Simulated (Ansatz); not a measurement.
A run of Ansatz 0.2.0 is set up as follows.

File input.yaml:

```yaml
crystal:
  lattice:
    - [2.9682645463, 0.0, 0.0]
    - [0.0002080834, 4.7076067549, 0.0]
    - [1.4835696211, 0.242353462, 7.0834647979]
  atoms:
    - { symbol: Ti, position: [0.00337187, 0.00038881, 0.00070319] }
    - { symbol: Ti, position: [0.34464021, 0.48025965, 0.31695987] }
    - { symbol: Ti, position: [0.66170814, 0.52047436, 0.68449636] }
    - { symbol: O, position: [0.44003816, 0.18543769, 0.1285388] }
    - { symbol: O, position: [0.77792634, 0.29772875, 0.45187807] }
    - { symbol: O, position: [0.10123624, 0.30895342, 0.80624322] }
    - { symbol: O, position: [0.90649721, 0.69183699, 0.19517157] }
    - { symbol: O, position: [0.22940715, 0.70300728, 0.54951473] }
    - { symbol: O, position: [0.56802567, 0.81530006, 0.87282718] }
hamiltonian:
  xc: rpbe
  pseudopotentials: { kind: paw }
  dispersion: d3bj
kpoints:
  mp_grid: { grid: [7, 5, 3] }
scf:
  occupations: { method: fermi_dirac, width: 0.05 }
output:
  forces: true
  stress: true
  eigenvalues: true
relax:
  f_tol: 0.01
  max_steps: 40
  cell: { stress_tol: 0.05 }
```

Potentials or basis: Ansatz PAW.

Run with:

```bash
$ ansatz run input.yaml --threads 4 --pin off --max-ram 11264MiB --backend cpu --events-out ev --progress --plain --runs-dir out
```

Q: What does it give for the band gap on the k mesh?

A: 2.55 eV, indirect (least direct gap 2.59 eV).

Q: What does it give for the relaxed volume?

A: 10.22 Å³/atom.

Q: Predict the space group after relaxing (to 0.05 Å).

A: C2/m (No. 12).

Q: What does it give for the relaxed cell?

A: a = 2.923 Å, b = 4.448 Å, c = 7.221 Å, α = 90.53°, β = 78.32°, γ = 90.00°.

Forces in eV/Å, atoms in the order of the input:
```
Ti   0.000  0.000  0.000
Ti   0.000  0.001  0.006
Ti   0.000 -0.001 -0.006
O    0.000 -0.002 -0.003
O    0.000  0.000 -0.001
O    0.000 -0.002  0.004
O    0.000  0.002 -0.004
O    0.000  0.000  0.001
O    0.000  0.002  0.003
```

Caveat: odd divisions of the mesh miss points on the zone boundary, where band edges often lie, so the gap on the mesh can be too wide; the plane-wave basis is chosen anew once the cell has moved, so the energies of steps on either side of that aren't comparable; the pressure holds a Pulay correction of +0.7 GPa for the finite cutoff; the PAW data sets come from PBE, with cores solved anew for the run's functional, which leaves a small shift of forces and pressure. A k mesh can miss the band edges.
